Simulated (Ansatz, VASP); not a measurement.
# CdS: VASP beside Ansatz

```
Cd S
1.0
     0.00000    2.65873    2.65873
     2.65873    0.00000    2.65873
     2.65873    2.65873    0.00000
Cd S
1 1
Direct
  0.99575 0.00425 0.00425
  0.51489 0.48511 0.48511
```

Change from the starting cell: mode 4 frozen in at -0.081 Å, equal normal strain along x, y and z -0.0250.

Alike in both runs: task single point; functional r2SCAN; k mesh 8 × 8 × 8; occupations gaussian, width 0.05 eV; no spin polarisation.

```csv
,VASP,Ansatz
version,VASP 6.6.1,Ansatz 0.2.0
potentials or method,"VASP PAW PBE potentials, release 64 (Cd, S)","scalar-relativistic, plane waves, PAW"
plane-wave cutoff (eV),520,500
valence electrons in the cell,18,26
```

```csv
,VASP,Ansatz,Ansatz less VASP
gap on the k mesh at the Fermi level (eV),0.74,0.76,+0.020
least direct gap on the mesh (eV),2.91,2.95,+0.041
pressure (GPa),8.5,7.8,-0.68
largest component of the traceless stress (GPa),1.04,1.01,-0.024
rms of the force components (eV/Å),0.203,0.196,-0.0068
```

Atom by atom the forces differ by 0.007 eV/Å (rms over components). With one functional, cell and mesh, what is left measures potentials, basis and numerics. The two sets of potentials don't hold the same shells in valence.

Caveats: the PAW data sets were made with another functional, which shifts forces and pressure a little (VASP). A k mesh can miss the band edges.
